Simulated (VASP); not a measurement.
Here is a VASP 6.6.1 calculation.

INCAR

```
PREC = Accurate ; ENCUT = 600
EDIFF = 1E-7 ; ISMEAR = 0
SIGMA = 0.03 ; LREAL = F
LASPH = T ; NELM = 80
ALGO = Normal ; ISIF = 4
LWAVE = F ; LCHARG = F
GGA = PE ; IBRION = 2
NSW = 40 ; EDIFFG = -0.01
```

File KPOINTS:

```
regular mesh
0
Gamma
  9 9 5
```

POSCAR

```
Mg3Sb2                                  
1.0
    4.5018198228      0.0000000000      0.0000000000
   -2.2509099115      3.8986903298      0.0000000000
    0.0000000000      0.0000000000      7.1252552667
  Mg              Sb            
     3     2
Direct
     0.3333333332999970    0.6666666667000030    0.6320893614191547
     0.6666666667000030    0.3333333332999970    0.3679106385808453
     0.0000000000000000    0.0000000000000000    0.0000000000000000
     0.3333333332999970    0.6666666667000030    0.2254486671126870
     0.6666666667000030    0.3333333332999970    0.7745513328873130
```

Potentials or basis: VASP PAW PBE potentials, release 64 (Mg, Sb).

Command:

```console
$ cat potpaw_PBE.64/Mg/POTCAR potpaw_PBE.64/Sb/POTCAR > POTCAR
$ mpirun -np 1 vasp_std > vasp.out
```

Question: Predict the band gap on the k mesh.

Answer: 0.16 eV, indirect (least direct gap 1.24 eV).

Question: What does it give for the energy gained by relaxing?

Answer: 0.8 meV/atom.

Step by step:
```csv
step,energy change (eV),largest force (eV/Å),pressure (GPa)
1,0.0000,0.1532,3.15
2,-0.0020,0.1041,3.10
3,-0.0037,0.0144,2.98
4,-0.0038,0.0146,3.00
5,-0.0038,0.0111,3.00
6,-0.0038,0.0013,2.99
```

Caveat: spin-orbit coupling is left out, which moves the levels of the heavy elements; an odd mesh through Γ misses points on the zone boundary, where band edges often lie.
